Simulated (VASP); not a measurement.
Wanted: the native input for a VASP 6.6.1 run.

```
Task                   : single point
Functional             : PBEsol
Potentials or basis    : VASP PAW PBE potentials, release 64 (Pb_d, S)
Cutoff                 : 520 eV
k mesh                 : 15 × 15 × 14
Occupations            : gaussian, width 0.15 eV
Spin                   : no spin polarisation
Dipole correction      : no
Further INCAR settings : ALGO = Fast; EDIFF = 1e-07; NBANDS = 17
```

The structure of PbS lies in POSCAR:

```
PbS
1.0
    4.0237232840      0.0000000000      0.0000000000
   -2.0118616420      3.4846465818      0.0000000000
    0.0000000000      0.0000000000      3.9134096884
Pb S
1 1
Direct
    0.0000000000      0.0000000000      0.0000000000
    0.6666666667      0.3333333333      0.5000000000
```

Measurements of this composition are mostly on another form, of space group No. 225.

The input as run:

INCAR

```
PREC = Accurate ; ENCUT = 520
EDIFF = 1E-7 ; ISMEAR = 0
SIGMA = 0.15 ; LREAL = False
LASPH = True ; NELM = 100
ALGO = Fast ; ISIF = 2
LWAVE = False ; LCHARG = False
GGA = PS ; NBANDS = 17
```

KPOINTS

```
Automatic mesh
0
Gamma
  15 15 14
```

Potentials or basis: VASP PAW PBE potentials, release 64 (Pb_d, S).

Run with:

```bash
$ cat potpaw_PBE.64/Pb_d/POTCAR potpaw_PBE.64/S/POTCAR > POTCAR
$ mpirun -np 1 vasp_std > vasp.out
```

Results of the run:

```yaml
Pressure: -3.5 GPa
Band_gap_on_the_k_mesh: none (metal or under the smearing width)
```

Caveat: the PAW data sets were made with another functional, which shifts forces and pressure a little.

Wall time 6 min on 1 thread of Intel(R) Xeon(R) Platinum 8375C CPU @ 2.90GHz (Ice Lake), on a shared host, peak memory 0.31 GiB.
